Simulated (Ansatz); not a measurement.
# GaAs: relativistic levels of theory

What happens to GaAs at a fixed cell under these changes: no relativity; spin-orbit coupling on?

Method: DFT, at the level named in each step, in Ansatz 0.2.0.

### 1 The starting structure

Symmetry: F-43m, No. 216, cubic system. The conventional cell has a = 5.654 Å, b = 5.654 Å, c = 5.654 Å, α = 90.00°, β = 90.00°, γ = 90.00°. Around Ga (site symmetry -43m) lie 4 As at 2.45 Å. As (site symmetry -43m) has 4 Ga at 2.45 Å in its first shell of neighbours.

As a file:

```
CELL_PARAMETERS angstrom
0.00000 2.82685 2.82685
2.82685 0.00000 2.82685
2.82685 2.82685 0.00000
ATOMIC_POSITIONS crystal
Ga 0.00000 0.00000 0.00000
As 0.75000 0.75000 0.75000
```

The cell comes from a crystallographic database entry that wasn't checked; take it as a given geometry, which may be far from equilibrium.

Atoms are numbered in the order of the input: Ga1, As2.

### 2 No relativity, LAPW

File input.yaml:

```yaml
crystal:
  lattice:
    - [0.0, 2.82685, 2.82685]
    - [2.82685, 0.0, 2.82685]
    - [2.82685, 2.82685, 0.0]
  atoms:
    - { symbol: Ga, position: [0.0, 0.0, 0.0] }
    - { symbol: As, position: [0.75, 0.75, 0.75] }
kpoints:
  mp_grid: { grid: [11, 11, 11] }
  band_path:
    path:
      - [0.0, 0.0, 0.0]
      - [-0.5, -0.5, 0.0]
      - [-0.375, -0.375, 0.25]
      - [-0.375, 0.0, 0.375]
      - [0.0, 0.0, 0.0]
      - [0.0, 0.0, 0.5]
      - [-0.5, -0.25, 0.25]
      - [-0.5, -0.5, 0.0]
    npoints: 5
scf:
  occupations: { method: fermi_dirac, width: 0.05 }
hamiltonian:
  xc: pbe
  pseudopotentials:
    kind: all_electron
    lapw: { basis_error: 0.0005 }
    relativity: none
output:
  forces: true
  stress: true
  eigenvalues: true
```

Command:

```
> ansatz run input.yaml --threads 1 --pin off --max-ram 2048MiB --backend cpu --events-out ev --progress --plain --runs-dir out
```

Standard output (excerpt; [...] marks lines left out):

```text
LAPW: plane waves up to 9.460 Å⁻¹, error target 5.0e-4 eV per atom; Ga in spheres of 1.233 Å, 21 of its electrons in bands, Dirac shells []; As in spheres of 1.215 Å, 23 of its electrons in bands, Dirac shells []
[...]
Pseudopotentials: kind: all_electron
Pseudopotential: Ga, LAPW, valence charge 21, Schrödinger's equation, point nucleus
Pseudopotential: As, LAPW, valence charge 23, Schrödinger's equation, point nucleus
Functional definition: PBE
[...]
Crystal: 2 atoms, lattice volume = 45.179 Å³
Basis set: ecut = 340.97865094772783 eV, 645 PW (Γ), exchange–correlation at level 2
Bands: 27, of which v1, the nominal top of the filled ones, is band 22 counted from 1 (21 counted from 0)
Symmetry: 24 space group operations
Space group: F-43m (ITA 216), of the structure as read, at distance tolerance 3.6e-5 Å
k-points: 56 of 1331 (time reversal used)
[...]
SCF iter   1: F=—  HF=-113208.906654 eV  |F-HF|=—  |Δ(HF+E_count)|=         —  Δρ=3.16e-2  dr2=6.19e-1  ethr=1.40e-3  ⟨swp⟩=2.0  Hψ=9335  notcnv=0
[...]
the basis was enlarged: its passes take 259.3 KiB over the memory plan, 1 of 1 planned eigensolver slots
[...]
SCF iter   7: F=-113208.738690 eV  HF=-113208.738690 eV  |F-HF|=1.63e-7  |Δ(HF+E_count)|=   5.04e-6  Δρ=1.38e-5  dr2=7.43e-8  ethr=5.29e-9  ⟨swp⟩=3.0  Hψ=4423  notcnv=0
[...]
NSCF: frozen V_eff on 36 k-points
SCF converged after 7 iterations
Free energy (F): -113208.738690 eV
[...]
E sigma→0 (E₀):  -113208.738690 eV
Entropy (-TS):   -0.000000 eV (-0.000 meV/atom)
Fermi energy:    10.040195 eV
[...]
--- Forces (eV/Å), atoms counted from 1 ---
  atom   1  Ga     0.00000000    -0.00000000    -0.00000000
  atom   2  As    -0.00000000     0.00000000     0.00000000
[...]
--- Stress (GPa, compression-positive) ---
        3.976318      -0.000000      -0.000000
       -0.000000       3.976318       0.000000
       -0.000000       0.000000       3.976318
  P = ⅓ Tr σ = 3.9763 GPa (39.763 kbar)
--- Band table (eV; the first three rows and the last of 56) ---
[...]
```

It took 38 s on 1 thread of Arm Neoverse V1, shared host; peak memory 0.39 GiB.

This run gives: pressure 3.98 GPa; gap 1.18 eV, direct at Γ.

### 3 Spin-orbit coupling on, LAPW

input.yaml, as its differences from that of step 2:

```diff
@@ -25,6 +25,3 @@
   xc: pbe
-  pseudopotentials:
-    kind: all_electron
-    lapw: { basis_error: 0.0005 }
-    relativity: none
+  pseudopotentials: { kind: all_electron, lapw: { basis_error: 0.0005 } }
 output:
@@ -33 +30,4 @@
   eigenvalues: true
+magnetization:
+  noncollinear: true
+  spin_orbit: true
```

Command:

```
> ansatz run input.yaml --threads 1 --pin off --max-ram 2048MiB --backend cpu --events-out ev --progress --plain --runs-dir out
```

Standard output:

```text
LAPW: plane waves up to 9.465 Å⁻¹, error target 5.0e-4 eV per atom; Dirac's equation on spinors; Ga in spheres of 1.233 Å, 21 of its electrons in bands; As in spheres of 1.215 Å, 23 of its electrons in bands
Engine: ansatz 0.2.0
[... 1 set-up line as earlier in the session ...]
Pseudopotential: Ga, LAPW, valence charge 21, Dirac's equation, gaussian nucleus
Pseudopotential: As, LAPW, valence charge 23, Dirac's equation, gaussian nucleus
[... 1 set-up line as earlier in the session ...]
  parameter kappa = 0.804
  parameter beta = 0.06672455060314922
  exchange = pbe_x(kappa = kappa, mu = beta*pi^2/3)
  correlation = pbe_c(beta = beta)
non-collinear run that drives no moment, with spin-orbit: no starting moment large enough to seed its density (crystal.atoms[].spin), no starting occupations that ask for one, no magnetisation constraint and no magnetic field, so the semilocal B_xc is pinned to zero
Crystal: 2 atoms, lattice volume = 45.179 Å³
Basis set: ecut = 341.336012126257 eV, 645 PW (Γ), exchange–correlation at level 2
Bands: 54, of which v1, the nominal top of the filled ones, is band 44 counted from 1 (43 counted from 0)
Symmetry: 24 space group operations + 24 with time reversal
Magnetic group: BNS 216.75 (UNI 1577), of the structure as read, at distance tolerance 3.6e-5 Å
k-points: 56 of 1331 (time reversal used)
Non-local potential: Ga, projectors of the file, none
Non-local potential: As, projectors of the file, none
Initial density: superposition of atomic densities (chi_scale 0.1, normalization cell, long waves kept (reshape's long-wave potential 0.00 eV rms))
Initial wavefunctions: plane waves of lowest kinetic energy (no species holds an atomic orbital)
Functional: x = pbe(κ = 0.804, μ = 0.2195149727645171), c = pbe(β = 0.06672455060314922)
iter 1 solved again at ethr=1.31e-3 eV; its pass at ethr=1.00e-1 eV (dr2=5.75e-1 eV) is discarded
SCF iter   1: F=—  HF=-114430.149005 eV  |F-HF|=—  |Δ(HF+E_count)|=         —  Δρ=3.05e-2  dr2=5.76e-1  dr2_m=0.00e0 (ungated)  ethr=1.31e-3  |M|=0.00e0 ∫|m|=0.00e0 μB  β_m=0.30  ⟨swp⟩=2.0  Hψ=18528  notcnv=0
preconditioner: auto → none  [insulator: Δε(μ)=0.590 eV  Ē_g=15.931 eV  σ=0.050 eV  W_gap=0.99  n_scr=14 (ndim 8)  ℏωp=23.4 eV  f_vac=0.116  D(μ)=0.00/eV (n_scr^D=0)  ε∞_Penn≈3.2]
SCF iter   2: F=—  HF=-114430.017685 eV  |F-HF|=—  |Δ(HF+E_count)|=   1.31e-1  Δρ=1.83e-2  dr2=1.71e-1  dr2_m=0.00e0 (ungated)  ethr=1.31e-3  |M|=0.00e0 ∫|m|=0.00e0 μB  β_m=0.43  ⟨swp⟩=2.0  Hψ=8905  notcnv=0
iter 3 solved again at ethr=3.72e-5 eV; its pass at ethr=3.89e-4 eV (dr2=1.63e-2 eV) is discarded
SCF iter   3: F=—  HF=-114429.992929 eV  |F-HF|=—  |Δ(HF+E_count)|=   2.48e-2  Δρ=6.28e-3  dr2=1.63e-2  dr2_m=0.00e0 (ungated)  ethr=3.72e-5  |M|=0.00e0 ∫|m|=0.00e0 μB  β_m=0.47  ⟨swp⟩=2.0  Hψ=15010  notcnv=0
SCF iter   4: F=—  HF=-114429.991583 eV  |F-HF|=—  |Δ(HF+E_count)|=         —  Δρ=1.33e-3  dr2=6.61e-4  dr2_m=0.00e0 (ungated)  ethr=3.71e-5  |M|=0.00e0 ∫|m|=0.00e0 μB  β_m=0.51  ⟨swp⟩=2.0  Hψ=8489  notcnv=0
the basis was enlarged: its passes take 3.0 MiB over the memory plan, 1 of 1 planned eigensolver slots
SCF iter   5: F=—  HF=-114429.991747 eV  |F-HF|=—  |Δ(HF+E_count)|=   1.63e-4  Δρ=2.29e-4  dr2=1.40e-5  dr2_m=0.00e0 (ungated)  ethr=1.50e-6  |M|=0.00e0 ∫|m|=0.00e0 μB  β_m=0.55  ⟨swp⟩=2.8  Hψ=8473  notcnv=0
SCF iter   6: F=—  HF=-114429.991769 eV  |F-HF|=—  |Δ(HF+E_count)|=   2.25e-5  Δρ=8.74e-5  dr2=2.51e-6  dr2_m=0.00e0 (ungated)  ethr=3.17e-8  |M|=0.00e0 ∫|m|=0.00e0 μB  β_m=0.62  ⟨swp⟩=3.0  Hψ=8741  notcnv=0
SCF iter   7: F=-114429.991775 eV  HF=-114429.991775 eV  |F-HF|=1.25e-7  |Δ(HF+E_count)|=   5.99e-6  Δρ=1.25e-5  dr2=6.32e-8  dr2_m=0.00e0 (ungated)  ethr=5.71e-9  |M|=0.00e0 ∫|m|=0.00e0 μB  ⟨swp⟩=3.0  Hψ=8796  notcnv=0
SCF 1 converged in 7 iterations: F = -114429.991775 eV  dr2 = 6.32e-8
NSCF: frozen V_eff on 36 k-points
SCF converged after 7 iterations
Magnetization: |M| = 0.0000 μB,  M = (+0.0000, +0.0000, +0.0000) μB
Absolute magnetization: 0.0000 μB (∫|m|)
  site 0: m = (+0.0000, +0.0000, +0.0000) μB, |m| = 0.0000 μB  (R = 1.23 Å)
  site 1: m = (+0.0000, +0.0000, +0.0000) μB, |m| = 0.0000 μB  (R = 1.22 Å)
Free energy (F): -114429.991775 eV
Harris-Foulkes:  -114429.991775 eV  (|F-HF|=1.25e-7)
Internal energy: -114429.991754 eV  (E = F + TS)
E sigma→0 (E₀):  -114429.991764 eV
Entropy (-TS):   -0.000021 eV (-0.011 meV/atom)
Fermi energy:    9.692522 eV
--- Per-component energies (eV) ---
  E_band       = -2121.396818
  E_kinetic    = 116867.520609
  E_xc         = -4342.898073
  E_electrostatic = -226954.614290  (all electrons and nuclei)
  E_smearing   = -0.000021  (= −TS)
  E_closure    = 0.000000  (closes the sum)
  E_atoms      = -114421.732078  (free atoms, spherical and without spin; not in F)
  Σ components = -114429.991775   (vs F -114429.991775, Δ=0.00e0)
  Basis errors (estimates in eV, not in F): energy 2.2e-4 per atom: plane waves 2.0e-4 (1.2e-4 summed), levels above the bands 4.5e-75, relativity 2.8e-8, radial functions 1.6e-5, core shells 3.3e-11; eigenvalues (radial functions only) 3.8e-7; not estimated: angular momenta, meshes, grids; target (lapw.basis_error) 5.0e-4; muffin-tin radii Ga 1.233 Å, As 1.215 Å
--- Forces (eV/Å), atoms counted from 1 ---
  atom   1  Ga     0.00000000    -0.00000000    -0.00000000
  atom   2  As    -0.00000000     0.00000000    -0.00000000
  max |Σ_I F_I| component: 2.43e-17 eV/Å
--- Stress (GPa, compression-positive) ---
        3.285363       0.000000      -0.000000
        0.000000       3.285363       0.000000
       -0.000000       0.000000       3.285363
  P = ⅓ Tr σ = 3.2854 GPa (32.854 kbar)
--- Band table (eV; the first three rows and the last of 56) ---
  k-point 0: bands = ["-175.3595", "-175.3595", "-134.2484", "-134.2484", "-122.1489", "-122.1489", "-117.1275", "-117.1275", "-117.1275", "-117.1275", "-87.4419", "-87.4419", "-83.8167", "-83.8167", "-83.8167", "-83.8167", "-26.2203", "-26.2203", "-26.2203", "-26.2203", "-25.4974", "-25.4974", "-25.4915", "-25.4915", "-25.4915", "-25.4915", "-5.6673", "-5.6673", "-5.6673", "-5.6673", "-5.2421", "-5.2421", "-5.1892", "-5.1892", "-5.1892", "-5.1892", "-3.3729", "-3.3729", "9.1264", "9.1264", "9.4609", "9.4609", "9.4609", "9.4609", "9.8744", "9.8744", "12.9681", "12.9681", "13.1541", "13.1541", "13.1541", "13.1541", "16.9505", "16.9505"]
  k-point 1: bands = ["-175.3595", "-175.3595", "-134.2484", "-134.2484", "-122.1489", "-122.1489", "-117.1275", "-117.1275", "-117.1275", "-117.1275", "-87.4419", "-87.4419", "-83.8167", "-83.8167", "-83.8167", "-83.8167", "-26.2203", "-26.2203", "-26.2203", "-26.2203", "-25.4973", "-25.4973", "-25.4915", "-25.4915", "-25.4914", "-25.4914", "-5.6692", "-5.6692", "-5.6687", "-5.6650", "-5.2436", "-5.2436", "-5.1918", "-5.1918", "-5.1898", "-5.1858", "-3.2754", "-3.2754", "7.9944", "7.9944", "9.1119", "9.1119", "9.3248", "9.3271", "10.7751", "10.7751", "13.1927", "13.1927", "13.3232", "13.3232", "13.3533", "13.3546", "17.4968", "17.4968"]
  k-point 2: bands = ["-175.3595", "-175.3595", "-134.2484", "-134.2484", "-122.1489", "-122.1489", "-117.1275", "-117.1275", "-117.1275", "-117.1275", "-87.4419", "-87.4419", "-83.8167", "-83.8167", "-83.8167", "-83.8167", "-26.2203", "-26.2203", "-26.2201", "-26.2201", "-25.4972", "-25.4972", "-25.4915", "-25.4915", "-25.4912", "-25.4912", "-5.6743", "-5.6743", "-5.6688", "-5.6626", "-5.2469", "-5.2469", "-5.1979", "-5.1979", "-5.1873", "-5.1805", "-2.9933", "-2.9933", "6.3723", "6.3723", "8.8084", "8.8084", "9.0196", "9.0229", "10.9738", "10.9738", "13.6449", "13.6449", "13.7728", "13.7744", "14.2506", "14.2506", "18.3684", "18.3684"]
  k-point 55: bands = ["-175.3595", "-175.3595", "-134.2484", "-134.2484", "-122.1489", "-122.1489", "-117.1275", "-117.1275", "-117.1275", "-117.1275", "-87.4419", "-87.4419", "-83.8167", "-83.8167", "-83.8167", "-83.8167", "-26.2200", "-26.2198", "-26.2196", "-26.2196", "-25.4966", "-25.4963", "-25.4911", "-25.4910", "-25.4909", "-25.4908", "-5.7316", "-5.6860", "-5.6473", "-5.6388", "-5.3082", "-5.2197", "-5.2012", "-5.1930", "-5.1761", "-5.1722", "-0.8519", "-0.8516", "2.7257", "2.7813", "5.6100", "5.6850", "6.3001", "6.3265", "13.1813", "13.2415", "14.3197", "14.4307", "15.0402", "15.0959", "15.7253", "15.7575", "19.7639", "19.8884"]
```

It took 3.3 min on 1 thread of Arm Neoverse V1, shared host; peak memory 0.69 GiB.

In short: pressure 3.29 GPa; gap 0.41 eV, direct at Γ.

Levels at the path's labelled points, in eV from the valence-band top:

```tsv
point	band 41	band 42	band 43	band 44	band 45	band 46	band 47
Γ	0.00	0.00	0.00	0.00	0.41	0.41	3.51
X	-2.83	-2.83	-2.74	-2.74	1.36	1.36	1.56
U	-4.00	-3.94	-2.37	-2.36	1.86	1.86	4.50
K	-4.00	-3.94	-2.37	-2.36	1.86	1.86	4.50
Γ	0.00	0.00	0.00	0.00	0.41	0.41	3.51
L	-1.35	-1.35	-1.15	-1.15	0.90	0.90	4.50
W	-3.71	-3.59	-3.46	-3.42	4.40	4.59	4.61
X	-2.83	-2.83	-2.74	-2.74	1.36	1.36	1.56
```

### 4 Spin-orbit coupling on, PAW

input.yaml, as its differences from that of step 3:

```diff
@@ -25,3 +25,3 @@
   xc: pbe
-  pseudopotentials: { kind: all_electron, lapw: { basis_error: 0.0005 } }
+  pseudopotentials: { kind: paw_fr }
 output:
@@ -30,2 +30,7 @@
   eigenvalues: true
+  efg: { contact_densities: true }
+  write_density: true
+  write_potential: true
+  elf: true
+  volumetric_format: npy
 magnetization:
```

Command:

```
> ansatz run input.yaml --threads 1 --pin off --max-ram 2048MiB --backend cpu --events-out ev --progress --plain --runs-dir out
```

Standard output (excerpt; [...] marks lines left out):

```text
[...]
Pseudopotentials: kind: paw_fr
Pseudopotential: Ga, paw_fr, valence charge 13, recommended cutoff 420 eV (normal)#standard-fr
Pseudopotential: As, paw_fr, valence charge 15, recommended cutoff 420 eV (normal)#standard-fr
[... 1 set-up line as earlier in the session ...]
[...]
non-collinear run that drives no moment, with spin-orbit: no starting moment large enough to seed its density (crystal.atoms[].spin), no starting occupations that ask for one, no magnetisation constraint and no magnetic field, so the semilocal B_xc is pinned to zero
Crystal: 2 atoms, lattice volume = 45.179 Å³
Basis set: ecut = 420 eV, 893 PW (Γ), exchange–correlation on 54×54×54 points (8 copies of the dense FFT grid, shifted against one another)
Bands: 36, of which v1, the nominal top of the filled ones, is band 28 counted from 1 (27 counted from 0)
[... 1 set-up line as earlier in the session ...]
[...]
Free energy (F): -8640.046141 eV
[...]
E sigma→0 (E₀):  -8640.046130 eV
Entropy (-TS):   -0.000022 eV (-0.011 meV/atom)
Fermi energy:    8.520368 eV
[...]
--- Forces (eV/Å), atoms counted from 1 ---
  atom   1  Ga    -0.00000000    -0.00000000     0.00000000
  atom   2  As     0.00000000    -0.00000000     0.00000000
[...]
--- Stress (GPa, compression-positive) ---
        3.285125       0.000000      -0.000000
       -0.000000       3.285125       0.000000
       -0.000000       0.000000       3.285125
  P = ⅓ Tr σ = 3.2851 GPa (32.851 kbar)
--- PAW observables at the nuclei: V_zz in 10²¹ V/m², potentials from the cell's mean, atoms counted from 1 ---
  atom   1  Ga V_zz =    -0.000000   η = 0.0000   by run symmetry: forbidden
            electrostatic potential = -4131.242049 V   contact ρ = 187546.840408 e/Å³
  atom   2  As V_zz =    -0.000000   η = 0.0000   by run symmetry: forbidden
            electrostatic potential = -4515.195798 V   contact ρ = 235685.645517 e/Å³
--- Band table (eV; the first three rows and the last of 56) ---
[...]
```

Run time: 39 s. Hardware: 1 thread of Arm Neoverse V1, shared host; peak memory 0.62 GiB.

Read from it: pressure 3.29 GPa; gap 0.41 eV, direct at Γ.

### 5 Side by side

```
                         run  pressure (GPa)  gap (eV)  SCF cycles, by the record's count     time
         no relativity, LAPW            3.98      1.18                                  7     38 s
spin-orbit coupling on, LAPW            3.29      0.41                                  7  3.3 min
 spin-orbit coupling on, PAW            3.29      0.41                                  7     39 s
```

Highest filled and lowest empty level at the labelled points (eV from each run's valence-band top):

```tsv
point	no relativity top	no relativity bottom	spin-orbit coupling on top	spin-orbit coupling on bottom
Γ	0.00	1.18	0.00	0.41
X	-2.67	1.51	-2.74	1.36
U	-2.25	2.05	-2.36	1.86
K	-2.25	2.05	-2.36	1.86
Γ	0.00	1.18	0.00	0.41
L	-1.13	1.34	-1.15	0.90
W	-3.34	4.69	-3.42	4.40
X	-2.67	1.51	-2.74	1.36
```

### 6 Outcome

| quantity | value |
| --- | --- |
| pressure, no relativity, LAPW | 3.98 GPa |
| pressure, spin-orbit coupling on, LAPW | 3.29 GPa |

Going from no relativity to the run with spin-orbit coupling (scalar and spin-orbit effects together) moves the pressure by -0.69 GPa and the gap from 1.18 to 0.41 eV; the heaviest element has Z = 33. With spin-orbit coupling: in pressure, PAW differs from LAPW by less than 0.01 GPa and less than 0.01 eV in the gap.
